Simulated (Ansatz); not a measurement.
La2O3, DFT, PBEsol, all-electron PAW with datasets made for the crystal, scalar-relativistic (Ansatz 0.2.0), run on 2 threads of Arm Neoverse V1 on a shared host.

The cell comes from COD entry 1010278, which wasn't checked; take it as a given geometry. It is an old determination, and later ones may differ. The listed cell was then made from it by scaling, straining or moving an atom.

Command: `ansatz run input.yaml --threads 2 --pin off --max-ram 8192MiB --backend cpu --events-out ev --progress --plain --runs-dir out`

```yaml
crystal:
  lattice:
    - [3.8497734764, 0.0, 0.0]
    - [-1.9248867382, 3.3340016294, 0.0]
    - [0.0, 0.0, 5.9950669853]
  atoms:
    - { symbol: La, position: [0.3333333333, 0.6666666667, 0.25] }
    - { symbol: La, position: [0.6666666667, 0.3333333333, 0.75] }
    - { symbol: O, position: [0.25, 0.25, 0.0] }
    - { symbol: O, position: [0.75, 0.0, 0.0] }
    - { symbol: O, position: [0.0, 0.75, 0.0] }
kpoints:
  mp_grid: { grid: [6, 6, 4] }
scf:
  occupations: { method: fermi_dirac, width: 0.02 }
hamiltonian:
  xc: pbesol
  pseudopotentials: { kind: all_electron, datasets: crystal }
output:
  forces: true
  stress: true
  eigenvalues: true
  efg: { contact_densities: true }
```

Task: How large is the problem that the program sets up?

Result: 24 irreducible k-points, 2597 plane waves at Γ, 25 bands.

Task: About how long does it take, and how much memory does it use?

Result: 36 s of wall time for 12 SCF iterations, with a peak of 1.1 GiB. Times on shared machines scatter by tens of per cent.

Task: And the same cell and mesh by frozen-core PAW, asked for forces, stress, eigenvalues, efg, on the same hardware?

Result: 4.7 s, peak memory 0.38 GiB.
